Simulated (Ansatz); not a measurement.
# Mn$_{2}$Sb: experiment and calculation

**Experimental background.**

A printed reference work, monograph reports, for a bulk crystal of Mn2Sb: lattice constant a 4.078 Å; lattice constant c 6.557 Å.

How close the calculation comes is told below.

All numbers below come from DFT PBEsol, scalar-relativistic, plane waves, PAW in Ansatz 0.2.0.

Plane waves to 420 eV, a k mesh through Γ of 10×10×6 on the computed 6-atom cell and Gaussian smearing (0.10 eV); collinear spin from starting moments -1.7 -1.7 3.27 3.27 0 0 μB.

Relaxed structure, symmetry kept:

```xyz
6
Lattice="3.8542 0.0000 0.0000 0.0000 3.8542 0.0000 0.0000 0.0000 6.2084" Properties=species:S:1:pos:R:3 pbc="T T T"
Mn    0.0000    0.0000    0.0000
Mn    1.9271    1.9271    0.0000
Mn    1.9271    0.0000    1.6524
Mn    0.0000    1.9271    4.5560
Sb    1.9271    0.0000    4.3514
Sb    0.0000    1.9271    1.8570
```

| Quantity | Value |
| --- | --- |
| Space group | P4/nmm (No. 129) |
| Volume per atom | 103.7 bohr³ |
| Formation energy from the elements' standard states (uncorrected) | +0.103 eV/atom |
| Kohn–Sham band gap | none (metal) |
| Density of states at the Fermi level | 4.81 states/eV per cell |
| Löwdin character within 0.5 eV of the Fermi level | Mn 3d 84 %, Sb 5p 9 % |
| Bader charges (e) | Mn (2 in the cell) 0.06, Mn (2 in the cell) 0.29, Sb (2 in the cell) -0.35 |
| Total moment | 3.11 μB per cell |
| Site moments (μB; atoms counted from 1 over the whole cell) | Mn (atom 1) -1.55, Mn (atom 2) -1.55, Mn (atom 3) 2.98, Mn (atom 4) 2.98 |

Spin-orbit coupling is left out, which matters for the bands of heavy elements.

Only this magnetic start was tried.

A measured lattice constant a of Mn2Sb is 4.078 Å (a printed reference work, monograph); the calculated 3.854 Å misses it by -5.5 %. So large a difference can come from the functional (as between layers that it hardly binds), but also from another choice of axes, another phase or a misread value. Measured lattice constant c of Mn2Sb: 6.557 Å (a printed reference work, monograph). This calculation gives 6.208 Å (-5.3 %). The calculation is for 0 K without zero-point motion.

Cost: 1 run of about 4.4 core-minutes, on Arm Neoverse V1 (shared hosts).